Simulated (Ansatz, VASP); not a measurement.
Given: the input of a run of VASP 6.6.1 on Mo. 

File INCAR:

```
SYSTEM = Mo
  PREC = Accurate
  ENCUT = 600
  EDIFF = 1E-6
  ISMEAR = -1
  SIGMA = 0.05
  LREAL = .False.
  LASPH = .True.
  NELM = 80
  ALGO = Fast
  ISIF = 3
  LWAVE = .False.
  LCHARG = .False.
  GGA = RE
  IVDW = 13
  IBRION = 2
  NSW = 60
  EDIFFG = -0.01
```

File KPOINTS:

```
Automatic mesh
0
Gamma
  12 12 12
  0 0 0
```

POSCAR

```
Mo
1.0
   -1.5838089719      1.5838089719      1.5838089719
    1.5838089719     -1.5838089719      1.5838089719
    1.5838089719      1.5838089719     -1.5838089719
Mo
1
Direct
    0.0000000000      0.0000000000      0.0000000000
```

Potentials or basis: VASP PAW PBE potentials, release 64 (Mo_sv).

The run is started by

```console
$ cat potpaw_PBE.64/Mo_sv/POTCAR > POTCAR
$ mpirun -np 1 vasp_std > vasp.out
```

**Question.** What does the same run look like in Ansatz 0.2.0? Potentials or basis there: all-electron LAPW, scalar-relativistic.

**Answer.** As run (cutoffs and basis follow the program's own potentials, and thresholds, step limits or extra output files can differ):

input.yaml

```yaml
crystal:
  lattice:
    - [-1.5838089719, 1.5838089719, 1.5838089719]
    - [1.5838089719, -1.5838089719, 1.5838089719]
    - [1.5838089719, 1.5838089719, -1.5838089719]
  atoms:
    - { symbol: Mo, position: [0.0, 0.0, 0.0] }
kpoints:
  mp_grid: { grid: [12, 12, 12] }
scf:
  occupations: { method: fermi_dirac, width: 0.05 }
hamiltonian:
  xc: revpbe
  dispersion: d4
  pseudopotentials: { kind: all_electron, lapw: { basis_error: 0.001 } }
output:
  forces: true
  stress: true
relax:
  f_tol: 0.02
  max_steps: 60
  cell: {}
```

Potentials or basis: all-electron LAPW, scalar-relativistic.

Command:

```sh
$ ansatz run input.yaml --threads 1 --pin off --max-ram 3072MiB --backend cpu --events-out ev --progress --plain --runs-dir out
```

Both were run:

|  | VASP | Ansatz |
| --- | --- | --- |
| Relaxed volume | 15.39 Å³/atom | 15.36 Å³/atom |
| Relaxed cell | a = 2.714 Å, b = 2.714 Å, c = 2.714 Å, α = 109.47°, β = 109.47°, γ = 109.47° | a = 2.712 Å, b = 2.712 Å, c = 2.712 Å, α = 109.47°, β = 109.47°, γ = 109.47° |
| Space group after relaxing | Im-3m (No. 229) | Im-3m (No. 229) |
| Pressure after relaxing | 0.0 GPa | 0.0 GPa |

VASP's potentials were made for PBE.

Where Ansatz's input types no cutoff or centring, it takes its own default and a Γ-centred mesh.

Pressure is positive in compression.
